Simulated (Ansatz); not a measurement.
# Ag: the cost of one run

Method: DFT PBEsol, scalar-relativistic, plane waves, PAW, in Ansatz 0.2.0.

This is Ag in the bcc structure; at room conditions it is fcc.

4 further runs of the same task are left out: 2 that didn't finish, 2 set aside as unsound or not needed.

**1. The system as given**

Symmetry: Im-3m, No. 229, cubic system. Conventional cell: a = 3.225 Å, b = 3.225 Å, c = 3.225 Å, α = 90.00°, β = 90.00°, γ = 90.00°. Ag (site symmetry m-3m) is surrounded by 8 Ag at 2.79 Å.

Structure file:

```cif
data_structure
_symmetry_space_group_name_H-M 'P 1'
_symmetry_Int_Tables_number 1
_cell_length_a 2.7930
_cell_length_b 2.7930
_cell_length_c 4.5610
_cell_angle_alpha 90.000
_cell_angle_beta 90.000
_cell_angle_gamma 109.471
_cell_volume 33.55
loop_
_atom_site_label
_atom_site_type_symbol
_atom_site_fract_x
_atom_site_fract_y
_atom_site_fract_z
_atom_site_occupancy
Ag1 Ag 0.00000 0.00000 0.00000 1
Ag2 Ag 0.50000 0.50000 0.50000 1
```

It goes back to an entry of the Materials Project, which need not be the stable form.

It is built from the cell relaxed beforehand with the same method (16.77 Å³/atom).

**2. The undisturbed cell**

File input.yaml:

```yaml
crystal:
  lattice:
    - [-1.6125573273, 1.6125573273, 1.6125573273]
    - [1.6125573273, -1.6125573273, 1.6125573273]
    - [3.2251146547, 3.2251146547, 0.0]
  atoms:
    - { symbol: Ag, position: [0.0, 0.0, 0.0] }
    - { symbol: Ag, position: [0.5, 0.5, 0.5] }
basis:
  ecutwfc: 420
kpoints:
  mp_grid: { grid: [22, 22, 14] }
hamiltonian:
  xc: pbesol
scf:
  occupations: { method: gaussian, width: 0.15 }
output:
  forces: true
  stress: true
  eigenvalues: true
```

Started as:

```
> ansatz run input.yaml --threads 2 --pin off --max-ram 5120MiB --backend cpu --events-out ev --progress --plain --runs-dir out
```

What time and memory should one allow on 2 threads of Intel Xeon 6975P-C (Granite Rapids), shared host?

About 7.5 s, with a peak of 0.87 GiB.
